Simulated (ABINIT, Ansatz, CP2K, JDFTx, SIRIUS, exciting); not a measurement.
# LiCl: band gap by level of theory

The structure is cubic, space group Fm-3m (No. 225). Conventional cell: a = 5.130 Å, b = 5.130 Å, c = 5.130 Å, α = 90.00°, β = 90.00°, γ = 90.00°. Around Cl (site symmetry m-3m) lie 6 Li at 2.56 Å. Li (site symmetry m-3m) is surrounded by 6 Cl at 2.56 Å.

| rung | level | program and potentials | cutoff (eV) | k mesh | task | core time | chip | band gap (eV) | notes |
| --- | --- | --- | --- | --- | --- | --- | --- | --- | --- |
| GGA | PBEsol | Ansatz, all-electron LAPW, scalar-relativistic | - | 9 × 9 × 9 | band structure | 3.3 s | Intel Xeon Platinum 8488C Sapphire Rapids | 6.12 | - |
| GGA | PBEsol | Ansatz, PAW datasets made for the crystal | 200 | 9 × 9 × 9 | band structure | 4.9 s | Intel Xeon Platinum 8488C Sapphire Rapids | 6.12 | 4 valence electrons an atom on average |
| GGA | PBEsol | JDFTx, PseudoDojo-SR-PBEsol-0.4.1-standard with smoothed tails | 1007 | 9 × 9 × 9 | band structure | 10 s | Intel Xeon 6975P-C Granite Rapids | 6.13 | 5 valence electrons an atom on average; from the band path |
| LDA | LDA | JDFTx, PseudoDojo-SR-LDA-0.4.1-standard with smoothed tails | 1007 | 9 × 9 × 9 | band structure | 10 s | Intel Xeon 6975P-C Granite Rapids | 5.99 | 5 valence electrons an atom on average; from the band path |
| GGA | PBEsol | JDFTx, SG15-PBE-1.2 with smoothed tails | 1088 | 7 × 7 × 7 | band structure | 18 s | Intel Xeon Platinum 8259CL Skylake/Cascade Lake | 6.09 | potentials made for PBE; 5 valence electrons an atom on average; from the band path |
| LDA | LDA | JDFTx, SG15-PBE-1.2 with smoothed tails | 1088 | 7 × 7 × 7 | band structure | 18 s | Intel Xeon Platinum 8259CL Skylake/Cascade Lake | 5.92 | potentials made for PBE; 5 valence electrons an atom on average; from the band path |
| GGA | PBE | CP2K, POTENTIAL_UZH Cl GTH-PBE-q7, Li GTH-PBE-q3; TZVP-MOLOPT-PBE-GTH basis | - | 9 × 9 × 9 | band structure | 19 s | Arm Neoverse V1 | 6.30 | atomic basis; 5 valence electrons an atom on average |
| GGA | PBE | exciting, all-electron LAPW+lo, shipped species files, valence relativity zora | - | 6 × 6 × 6 | single point | 43 s | Intel Xeon Platinum 8375C Ice Lake | 6.34 | - |
| LDA | LDA | ABINIT, JTH PAW LDA v2.0 | 680 | 9 × 9 × 9 | band structure | 44 s | Arm Neoverse V2 | 5.98 | 5 valence electrons an atom on average |
| GGA | AM05 | ABINIT, JTH PAW PBE v2.0 | 680 | 9 × 9 × 9 | band structure | 53 s | Arm Neoverse V2 | 6.28 | potentials made for PBE; 5 valence electrons an atom on average |
| GGA | SOGGA | ABINIT, JTH PAW PBE v2.0 | 680 | 9 × 9 × 9 | band structure | 53 s | Arm Neoverse V1 | 6.07 | potentials made for PBE; 5 valence electrons an atom on average |
| GGA | PBEsol | SIRIUS, PseudoDojo 0.4.1 PBE standard (scalar relativistic) | 1030 | 4 × 4 × 4 | band structure | 61 s | Intel Xeon Platinum 8488C Sapphire Rapids | 6.11 | coarse mesh; potentials made for PBE; 5 valence electrons an atom on average |
| LDA | LDA | SIRIUS, PseudoDojo 0.4.1 PBE standard (scalar relativistic) | 1030 | 4 × 4 × 4 | band structure | 64 s | Intel Xeon Platinum 8488C Sapphire Rapids | 5.95 | coarse mesh; potentials made for PBE; 5 valence electrons an atom on average |
| GGA | PBEsol | ABINIT, PseudoDojo NC SR PBEsol v0.4 stringent | 1306 | 9 × 9 × 9 | band structure | 78 s | Arm Neoverse V2 | 6.12 | 5 valence electrons an atom on average |
| LDA | LDA | ABINIT, PseudoDojo NC SR LDA v0.4 stringent | 1306 | 9 × 9 × 9 | band structure | 1.9 min | Arm Neoverse V2 | 5.98 | 5 valence electrons an atom on average |

Times are single runs on shared hosts and different chips, so they are rough; meshes, cutoffs and the tasks' sizes weigh on the time. All rows: no spin polarisation. Gaps are the least found on the k mesh or the band path, and a mesh can miss the band edges. The cell comes from a database and isn't always the measured one. Meshes differ between rows, which moves values too. All levels ran on this one cell, unrelaxed unless noted. Meshes are those of the run's cell of 2 atoms unless a note names another. Runs on faulty files, with rough fits or with known faults for this quantity aren't shown. No row holds spin-orbit coupling.

By rung: LDA 5.92 to 5.99; GGA 6.07 to 6.34; LDA on coarse meshes 5.95; GGA in atomic bases 6.30; GGA on coarse meshes 6.11 (eV).
